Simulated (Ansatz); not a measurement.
**BN: Quadrupolar parameters**

The cell is a computed structure from the Materials Project (it need not be an observed phase) whose atoms were relaxed with PBE, the cell held.

```xyz
2
Lattice="0.0000 3.4953 2.1661 1.2516 0.0000 2.1661 1.2516 3.4953 0.0000" Properties=species:S:1:pos:R:3 pbc="T T T"
B     1.2516    3.4953    0.0002
N     1.2516    3.4953    2.8881
```

Atom numbers follow the list; atoms alike are taken as one site, whose name carries the number of the first.

Level of theory: DFT, r2SCAN, plane waves and PAW, scalar-relativistic, 500 eV cutoff, Γ-centred 16×16×16 k-points, Fermi–Dirac smearing 0.01 eV (Ansatz 0.2.0).

C_Q = eQV_zz/h, which is 24.18 MHz for Q = 1 b and V_zz = 10²¹ V/m²; η = (V_xx − V_yy)/V_zz. Directions are in the Cartesian axes of the cell vectors above, for the atom listed; none is given where the gradient is under 0.02 or η is above 0.95.

Task: Give the quadrupolar parameters of the distinct sites.

Result: 

```tsv
site	first atom	first shell	V_zz (10²¹ V/m²)	η	direction of V_zz (x, y, z)
B	1	3 N at 1.44 Å	2.93	0.00	0.00 1.00 0.00
N	2	3 B at 1.44 Å	-0.26	0.01	0.00 1.00 0.00
```

At B and N V_zz stands upright on the plane through its three neighbours (within 1°) in each case.
